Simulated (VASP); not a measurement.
# VASP 6.6.1 run: Si

INCAR

```
ISPIN = 2
ENCUT = 520
IBRION = -1
PREC = High
LASPH = .TRUE.
GGA = PE
ISMEAR = -1
NSW = 0
LREAL = .FALSE.
LCHARG = .FALSE.
MAGMOM = 0.5 0.5
NELM = 120
ISIF = 2
SIGMA = 0.02
LWAVE = .FALSE.
EDIFF = 1E-7
NBANDS = 11
```

KPOINTS

```
KPOINTS created by Atomic Simulation Environment
0
Gamma
8 8 8
0 0 0
```

POSCAR

```
Si
 1.0000000000000000
     0.0000000000000000    2.6676765176999999    2.7620476182000000
     2.6676765176999999    0.0000000000000000    2.7620476182000000
     2.6676765176999999    2.6676765176999999    0.0000000000000000
 Si
   2
Cartesian
  0.0000000000000000  0.0000000000000000  0.0000000000000000
  1.3338382588500000  1.3338382588500000  1.3810238091000000
```

The recommended PBE PAW datasets give the neutral cell 8 valence electrons.

Command

```
mpirun -np 1 vasp_std
```

Question: Predict the outcome of this run.

Answer: It converged. Results: pressure 3.8 GPa; magnetic moment of the cell 0.00 μB.

OSZICAR

```
N       E                     dE             d eps       ncg     rms          rms(c)
DAV:   1     0.674249517773E+01    0.67425E+01   -0.29280E+03  2596   0.523E+02
DAV:   2    -0.103234944761E+02   -0.17066E+02   -0.16293E+02  3515   0.853E+01
DAV:   3    -0.108750981157E+02   -0.55160E+00   -0.54762E+00  3360   0.127E+01
DAV:   4    -0.108793093189E+02   -0.42112E-02   -0.42106E-02  3124   0.139E+00
DAV:   5    -0.108793481749E+02   -0.38856E-04   -0.38855E-04  3282   0.125E-01    0.533E+00
DAV:   6    -0.108677014888E+02    0.11647E-01   -0.89688E-02  2908   0.140E+00    0.317E+00
DAV:   7    -0.107987529906E+02    0.68948E-01   -0.10171E-01  2977   0.153E+00    0.184E+00
DAV:   8    -0.108161966509E+02   -0.17444E-01   -0.10924E-02  2933   0.646E-01    0.420E-01
DAV:   9    -0.108175054044E+02   -0.13088E-02   -0.71510E-04  3145   0.152E-01    0.109E-01
DAV:  10    -0.108179243266E+02   -0.41892E-03   -0.77617E-04  2948   0.137E-01    0.410E-02
DAV:  11    -0.108179736498E+02   -0.49323E-04   -0.11816E-04  3057   0.628E-02    0.304E-02
DAV:  12    -0.108179896687E+02   -0.16019E-04   -0.13628E-05  3054   0.241E-02    0.943E-03
DAV:  13    -0.108179926627E+02   -0.29940E-05   -0.53693E-06  3011   0.130E-02    0.212E-03
DAV:  14    -0.108179928311E+02   -0.16846E-06   -0.33501E-07  2978   0.376E-03    0.956E-04
DAV:  15    -0.108179928522E+02   -0.21098E-07   -0.44559E-08  2235   0.141E-03
   1 F= -.10817993E+02 E0= -.10817993E+02  d E =-.244492E-06  mag=     0.0000
```

Standard output (part)

```
POSCAR found type information on POSCAR Si
 POSCAR found :  1 types and       2 ions
 LDA part: xc-table for (Slater+PW92), standard interpolation
 POSCAR, INCAR and KPOINTS ok, starting setup
 WAVECAR not read
 entering main loop
```

For comparison, a separate PBE run of the intended cell, on usual settings and not on those above, gives a gap of 0.40 eV on its mesh and a pressure of 3.8 GPa.
